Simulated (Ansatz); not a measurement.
The system is FeO (Wuestite).

```
CELL_PARAMETERS angstrom
1.51882 0.87689 2.51958
-1.51882 0.87689 2.51958
0.00000 -1.75378 2.51958
ATOMIC_POSITIONS crystal
Fe 0.00000 0.00000 0.00000
O 0.50000 0.50000 0.50000
```

Base run:

| Property | Result |
| --- | --- |
| Program | Ansatz 0.2.0 |
| Functional | PBEsol |
| Potentials or basis | Ansatz PAW |
| Cutoff | 420 eV (not typed: the program's choice for these potentials) |
| k mesh | 11 × 11 × 11 |
| Occupations | fermi-dirac, width 0.05 eV |
| Spin | no spin polarisation |

Its results: band gap on the k mesh none (metal or under the smearing width); pressure -34.3 GPa.

Q: The run is repeated on the same cell with these changes: spin from no spin polarisation to collinear spin, ferromagnetic start. What comes out?

A: Band gap on the k mesh none (metal or under the smearing width); pressure -9.4 GPa; net moment 4.00 μB per cell; site moments Fe +3.44; O +0.32 μB.

Caveats: semilocal functionals often make such compounds metallic where correlation or magnetic order opens a gap, which also shifts bond lengths; the PAW data sets come from PBE, with cores solved anew for the run's functional, which leaves a small shift of forces and pressure; a pressure of tens of GPa on the cell as given is suspect, and the run, the potentials or the cell itself is likely at fault (some runs); a cell with one magnetic atom can't hold antiferromagnetic order, which such compounds often take (some runs).
